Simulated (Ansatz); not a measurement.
# Rhodium, bcc under revPBE: from relaxation to bulk modulus, part 2 of 2

What does revPBE give for rhodium in the bcc structure? We relax it, solve it on a dense k-mesh, then scale the cell to 7 volumes from 88 to 112 % of the relaxed one and try a fit of the equation of state. Spin polarisation is left out. The k-meshes are 15×15×15 for the relaxation; 23×23×23 for the dense run; 16×16×16 for the volumes.

Ansatz 0.2.0; DFT, revPBE, plane waves (420 eV) with PAW, scalar-relativistic. Earlier steps stand in the parts before.

## (5) The cell scaled to 92 % of its volume

This is Rh in the bcc structure; at room conditions it is fcc.

input.yaml reads:

```yaml
crystal:
  lattice:
    - [-1.5011413994, 1.5011413994, 1.5011413994]
    - [1.5011413994, -1.5011413994, 1.5011413994]
    - [1.5011413994, 1.5011413994, -1.5011413994]
  atoms:
    - { symbol: Rh, position: [0.0, 0.0, 0.0] }
hamiltonian:
  xc: revpbe
  pseudopotentials:
    kind: paw
    azcp:
      Rh: "pseudopotentials/Rh.paw.azcp"
basis:
  ecutwfc: 420
  fft_grid_basis: typed
kpoints:
  mp_grid: { grid: [16, 16, 16], shift: [0, 0, 0] }
magnetization:
  spin_polarized: false
scf:
  occupations: { method: fermi_dirac, width: 0.1 }
  lower_state_search: "off"
output:
  stress: true
```

Run with:

```console
$ ansatz run input.yaml --threads 2 --pin off --max-ram 5120MiB --backend cpu --events-out ev --progress --plain --runs-dir out
```

The log of the run, cut to the lines that bear on the results:

```text
Warning: RAYON_NUM_THREADS=2 ignored (pool sized by the plan → 2); use --threads N
[...]
Pseudopotentials: kind: paw
Pseudopotential: Rh, paw, valence charge 17, recommended cutoff 420 eV (normal), <dir>
Functional definition: revPBE
[...]
Crystal: 1 atoms, lattice volume = 13.531 Å³
Basis set: ecut = 420 eV, 249 PW (Γ)
Bands: 13, of which v1, the nominal top of the filled ones, is band 9 counted from 1 (8 counted from 0)
Symmetry: 48 space group operations
Space group: Im-3m (ITA 229), of the structure as read, at distance tolerance 2.4e-5 Å
k-points: 145 of 4096
[...]
SCF iter   1: F=—  HF=-6407.835564 eV  |F-HF|=—  |Δ(HF+E_count)|=         —  Δρ=6.08e-3  dr2=1.89e-3  ethr=1.77e-3  ⟨swp⟩=5.0  Hψ=10424  notcnv=0
[...]
SCF iter   6: F=-6407.835706 eV  HF=-6407.835706 eV  |F-HF|=1.26e-10  |Δ(HF+E_count)|=   5.48e-8  Δρ=2.07e-6  dr2=1.01e-10  ethr=1.96e-10  ⟨swp⟩=2.0  Hψ=6335  notcnv=0
[...]
SCF converged after 6 iterations
Free energy (F): -6407.835706 eV
[...]
E sigma→0 (E₀):  -6407.800033 eV
Entropy (-TS):   -0.071346 eV (-71.346 meV/atom)
Fermi energy:    22.739814 eV
[...]
--- Stress (GPa, compression-positive) ---
       22.505646      -0.000000       0.000000
        0.000000      22.505646      -0.000000
        0.000000       0.000000      22.505646
  P = ⅓ Tr σ = 22.5056 GPa (225.056 kbar)
```

Run time: 0.81 s. Hardware: 2 threads of Arm Neoverse V2, shared host; peak memory 0.26 GiB.

## (6) The cell scaled to 96 % of its volume

Edit input.yaml of step 5 so:

```diff
@@ -2,5 +2,5 @@
   lattice:
-    - [-1.5011413994, 1.5011413994, 1.5011413994]
-    - [1.5011413994, -1.5011413994, 1.5011413994]
-    - [1.5011413994, 1.5011413994, -1.5011413994]
+    - [-1.5225891743, 1.5225891743, 1.5225891743]
+    - [1.5225891743, -1.5225891743, 1.5225891743]
+    - [1.5225891743, 1.5225891743, -1.5225891743]
   atoms:
```

Run with:

```console
$ ansatz run input.yaml --threads 2 --pin off --max-ram 5120MiB --backend cpu --events-out ev --progress --plain --runs-dir out
```

The log of the run, cut to the lines that bear on the results:

```text
Warning: RAYON_NUM_THREADS=2 ignored (pool sized by the plan → 2); use --threads N
[...]
[... 3 set-up lines as earlier in the session ...]
[...]
Crystal: 1 atoms, lattice volume = 14.119 Å³
Basis set: ecut = 420 eV, 249 PW (Γ)
Bands: 13, of which v1, the nominal top of the filled ones, is band 9 counted from 1 (8 counted from 0)
[... 2 set-up lines as earlier in the session ...]
k-points: 145 of 4096
[...]
SCF iter   1: F=—  HF=-6407.894223 eV  |F-HF|=—  |Δ(HF+E_count)|=         —  Δρ=6.39e-3  dr2=2.01e-3  ethr=1.77e-3  ⟨swp⟩=4.9  Hψ=10298  notcnv=0
[...]
SCF iter   6: F=-6407.894151 eV  HF=-6407.894151 eV  |F-HF|=3.11e-10  |Δ(HF+E_count)|=   8.08e-8  Δρ=3.60e-6  dr2=3.31e-10  ethr=4.55e-10  ⟨swp⟩=2.1  Hψ=6681  notcnv=0
[...]
SCF converged after 6 iterations
Free energy (F): -6407.894151 eV
[...]
E sigma→0 (E₀):  -6407.856586 eV
Entropy (-TS):   -0.075129 eV (-75.129 meV/atom)
Fermi energy:    21.540839 eV
[...]
--- Stress (GPa, compression-positive) ---
        9.847406       0.000000       0.000000
        0.000000       9.847406       0.000000
        0.000000      -0.000000       9.847406
  P = ⅓ Tr σ = 9.8474 GPa (98.474 kbar)
```

It took 0.81 s on 2 threads of Arm Neoverse V2, shared host; peak memory 0.27 GiB.

## (7) The cell scaled to 100 % of its volume

Edit input.yaml of step 6 so:

```diff
@@ -2,5 +2,5 @@
   lattice:
-    - [-1.5225891743, 1.5225891743, 1.5225891743]
-    - [1.5225891743, -1.5225891743, 1.5225891743]
-    - [1.5225891743, 1.5225891743, -1.5225891743]
+    - [-1.5434491523, 1.5434491523, 1.5434491523]
+    - [1.5434491523, -1.5434491523, 1.5434491523]
+    - [1.5434491523, 1.5434491523, -1.5434491523]
   atoms:
@@ -25 +25,5 @@
   stress: true
+  write_density: true
+  write_potential: true
+  elf: true
+  volumetric_format: npy
```

Run with:

```console
$ ansatz run input.yaml --threads 2 --pin off --max-ram 5120MiB --backend cpu --events-out ev --progress --plain --runs-dir out
```

The log of the run, cut to the lines that bear on the results:

```text
Warning: RAYON_NUM_THREADS=2 ignored (pool sized by the plan → 2); use --threads N
[...]
[... 3 set-up lines as earlier in the session ...]
[...]
Crystal: 1 atoms, lattice volume = 14.707 Å³
Basis set: ecut = 420 eV, 321 PW (Γ)
Bands: 13, of which v1, the nominal top of the filled ones, is band 9 counted from 1 (8 counted from 0)
[... 2 set-up lines as earlier in the session ...]
k-points: 145 of 4096
[...]
SCF iter   1: F=—  HF=-6407.911689 eV  |F-HF|=—  |Δ(HF+E_count)|=         —  Δρ=6.77e-3  dr2=2.24e-3  ethr=1.77e-3  ⟨swp⟩=5.0  Hψ=10336  notcnv=0
[...]
SCF iter   6: F=-6407.911400 eV  HF=-6407.911400 eV  |F-HF|=2.89e-10  |Δ(HF+E_count)|=   7.41e-8  Δρ=4.25e-6  dr2=5.01e-10  ethr=5.88e-10  ⟨swp⟩=7.8  Hψ=11258  notcnv=0
[...]
SCF converged after 6 iterations
Free energy (F): -6407.911400 eV
[...]
E sigma→0 (E₀):  -6407.871930 eV
Entropy (-TS):   -0.078938 eV (-78.938 meV/atom)
Fermi energy:    20.438245 eV
[...]
--- Stress (GPa, compression-positive) ---
       -0.046676      -0.000000      -0.000000
        0.000000      -0.046676      -0.000000
       -0.000000       0.000000      -0.046676
  P = ⅓ Tr σ = -0.0467 GPa (-0.467 kbar)
--- Band table (eV; the first three rows and the last of 145) ---
  k-point 0: bands = ["-57.9440", "-25.4972", "-25.4972", "-25.4972", "13.1493", "17.7548", "17.7548", "17.7548", "20.0163", "20.0163", "38.6265", "38.6265", "38.6265"]
[...]
```

It took 1.1 s on 2 threads of Arm Neoverse V2, shared host; peak memory 0.27 GiB.

## (8) The cell scaled to 104 % of its volume

Edit input.yaml of step 7 so:

```diff
@@ -2,5 +2,5 @@
   lattice:
-    - [-1.5434491523, 1.5434491523, 1.5434491523]
-    - [1.5434491523, -1.5434491523, 1.5434491523]
-    - [1.5434491523, 1.5434491523, -1.5434491523]
+    - [-1.563760023, 1.563760023, 1.563760023]
+    - [1.563760023, -1.563760023, 1.563760023]
+    - [1.563760023, 1.563760023, -1.563760023]
   atoms:
@@ -25,5 +25 @@
   stress: true
-  write_density: true
-  write_potential: true
-  elf: true
-  volumetric_format: npy
```

Run with:

```console
$ ansatz run input.yaml --threads 2 --pin off --max-ram 5120MiB --backend cpu --events-out ev --progress --plain --runs-dir out
```

The log of the run, cut to the lines that bear on the results:

```text
Warning: RAYON_NUM_THREADS=2 ignored (pool sized by the plan → 2); use --threads N
[...]
[... 3 set-up lines as earlier in the session ...]
[...]
Crystal: 1 atoms, lattice volume = 15.296 Å³
Basis set: ecut = 420 eV, 321 PW (Γ)
Bands: 13, of which v1, the nominal top of the filled ones, is band 9 counted from 1 (8 counted from 0)
[... 2 set-up lines as earlier in the session ...]
k-points: 145 of 4096
[...]
SCF iter   1: F=—  HF=-6407.896978 eV  |F-HF|=—  |Δ(HF+E_count)|=         —  Δρ=7.13e-3  dr2=2.62e-3  ethr=1.77e-3  ⟨swp⟩=4.9  Hψ=10280  notcnv=0
[...]
SCF iter   6: F=-6407.896480 eV  HF=-6407.896480 eV  |F-HF|=1.92e-10  |Δ(HF+E_count)|=   3.21e-8  Δρ=3.21e-6  dr2=2.83e-10  ethr=3.94e-10  ⟨swp⟩=2.0  Hψ=6433  notcnv=0
[...]
SCF converged after 6 iterations
Free energy (F): -6407.896480 eV
[...]
E sigma→0 (E₀):  -6407.855091 eV
Entropy (-TS):   -0.082777 eV (-82.777 meV/atom)
Fermi energy:    19.421303 eV
[...]
--- Stress (GPa, compression-positive) ---
       -7.759125       0.000000       0.000000
        0.000000      -7.759125       0.000000
       -0.000000      -0.000000      -7.759125
  P = ⅓ Tr σ = -7.7591 GPa (-77.591 kbar)
```

Run time: 0.87 s. Hardware: 2 threads of Arm Neoverse V2, shared host; peak memory 0.27 GiB.

## (9) The cell scaled to 108 % of its volume

Edit input.yaml of step 8 so:

```diff
@@ -2,5 +2,5 @@
   lattice:
-    - [-1.563760023, 1.563760023, 1.563760023]
-    - [1.563760023, -1.563760023, 1.563760023]
-    - [1.563760023, 1.563760023, -1.563760023]
+    - [-1.5835565553, 1.5835565553, 1.5835565553]
+    - [1.5835565553, -1.5835565553, 1.5835565553]
+    - [1.5835565553, 1.5835565553, -1.5835565553]
   atoms:
```

Run with:

```console
$ ansatz run input.yaml --threads 2 --pin off --max-ram 5120MiB --backend cpu --events-out ev --progress --plain --runs-dir out
```

The log of the run, cut to the lines that bear on the results:

```text
Warning: RAYON_NUM_THREADS=2 ignored (pool sized by the plan → 2); use --threads N
[...]
[... 3 set-up lines as earlier in the session ...]
[...]
Crystal: 1 atoms, lattice volume = 15.884 Å³
Basis set: ecut = 420 eV, 321 PW (Γ)
Bands: 13, of which v1, the nominal top of the filled ones, is band 9 counted from 1 (8 counted from 0)
[... 2 set-up lines as earlier in the session ...]
k-points: 145 of 4096
[...]
SCF iter   1: F=—  HF=-6407.857359 eV  |F-HF|=—  |Δ(HF+E_count)|=         —  Δρ=7.35e-3  dr2=3.08e-3  ethr=1.77e-3  ⟨swp⟩=4.9  Hψ=10261  notcnv=0
[...]
SCF iter   6: F=-6407.856536 eV  HF=-6407.856536 eV  |F-HF|=1.37e-10  |Δ(HF+E_count)|=   1.79e-8  Δρ=2.29e-6  dr2=2.01e-10  ethr=2.10e-10  ⟨swp⟩=2.0  Hψ=6226  notcnv=0
[...]
SCF converged after 6 iterations
Free energy (F): -6407.856536 eV
[...]
E sigma→0 (E₀):  -6407.813212 eV
Entropy (-TS):   -0.086647 eV (-86.647 meV/atom)
Fermi energy:    18.480777 eV
[...]
--- Stress (GPa, compression-positive) ---
      -13.743168       0.000000       0.000000
       -0.000000     -13.743168      -0.000000
        0.000000       0.000000     -13.743168
  P = ⅓ Tr σ = -13.7432 GPa (-137.432 kbar)
```

Run time: 0.87 s. Hardware: 2 threads of Arm Neoverse V2, shared host; peak memory 0.27 GiB.

## (10) The cell scaled to 112 % of its volume

Edit input.yaml of step 9 so:

```diff
@@ -2,5 +2,5 @@
   lattice:
-    - [-1.5835565553, 1.5835565553, 1.5835565553]
-    - [1.5835565553, -1.5835565553, 1.5835565553]
-    - [1.5835565553, 1.5835565553, -1.5835565553]
+    - [-1.602870124, 1.602870124, 1.602870124]
+    - [1.602870124, -1.602870124, 1.602870124]
+    - [1.602870124, 1.602870124, -1.602870124]
   atoms:
```

Run with:

```console
$ ansatz run input.yaml --threads 2 --pin off --max-ram 5120MiB --backend cpu --events-out ev --progress --plain --runs-dir out
```

The log of the run, cut to the lines that bear on the results:

```text
Warning: RAYON_NUM_THREADS=2 ignored (pool sized by the plan → 2); use --threads N
[...]
[... 3 set-up lines as earlier in the session ...]
[...]
Crystal: 1 atoms, lattice volume = 16.472 Å³
Basis set: ecut = 420 eV, 321 PW (Γ)
Bands: 13, of which v1, the nominal top of the filled ones, is band 9 counted from 1 (8 counted from 0)
[... 2 set-up lines as earlier in the session ...]
k-points: 145 of 4096
[...]
SCF iter   1: F=—  HF=-6407.798295 eV  |F-HF|=—  |Δ(HF+E_count)|=         —  Δρ=7.39e-3  dr2=3.51e-3  ethr=1.77e-3  ⟨swp⟩=4.9  Hψ=10082  notcnv=0
[...]
SCF iter   6: F=-6407.797239 eV  HF=-6407.797239 eV  |F-HF|=8.73e-11  |Δ(HF+E_count)|=   1.04e-8  Δρ=1.92e-6  dr2=1.88e-10  ethr=1.06e-10  ⟨swp⟩=1.8  Hψ=5951  notcnv=0
[...]
SCF converged after 6 iterations
Free energy (F): -6407.797239 eV
[...]
E sigma→0 (E₀):  -6407.751965 eV
Entropy (-TS):   -0.090548 eV (-90.548 meV/atom)
Fermi energy:    17.608702 eV
[...]
--- Stress (GPa, compression-positive) ---
      -18.351575      -0.000000      -0.000000
        0.000000     -18.351575      -0.000000
       -0.000000      -0.000000     -18.351575
  P = ⅓ Tr σ = -18.3516 GPa (-183.516 kbar)
```

Wall time 0.88 s (2 threads of Arm Neoverse V2, shared host); peak memory 0.27 GiB.

## (11) Energy and pressure against volume

The cell was scaled evenly, with its shape and the fractional positions fixed.

| V (Å³/atom) | E − E₀ (meV/atom) | P from the stress (GPa) | P from the fit (GPa) |
| --- | --- | --- | --- |
| 12.943 | 181.2 | 38.69 | 38.24 |
| 13.531 | 71.9 | 22.51 | 21.98 |
| 14.119 | 15.4 | 9.85 | 9.32 |
| 14.707 | 0.0 | -0.05 | -0.56 |
| 15.296 | 16.9 | -7.76 | -8.27 |
| 15.884 | 58.7 | -13.74 | -14.27 |
| 16.472 | 120.0 | -18.35 | -18.93 |

Fit (Birch-Murnaghan, third order): V₀ = 14.670 Å³/atom, B₀ = 220 GPa, B₀′ = 5.2, largest residual 0.05 meV/atom.

The fit is made to E(σ → 0), while the stress belongs to the free energy F; that is one source of the offset between the two pressures.

## (12) Results

The summary covers parts 1 to 2.

| quantity | value |
| --- | --- |
| space group (spins left aside) | Im-3m (No. 229) |
| conventional cell | a = 3.087 Å |
| volume | 14.707 Å³/atom |
| shortest distance | 2.673 Å |
| gap on the mesh | none (levels filled in part) |
| relative to fcc | +340 meV/atom |
| V₀, B₀, B₀′ | 14.670 Å³/atom, 220 GPa, 5.2 |

In words: The relaxation enlarged the cell by 7.0 % in volume. It lies 340 meV/atom above the element's reference form at the same level (fcc, from a run of its own). No gap shows: it is a metal or semimetal at this level. The fitted modulus is 220 GPa. The symmetry was held, so the structure may be unstable against distortions that break it.
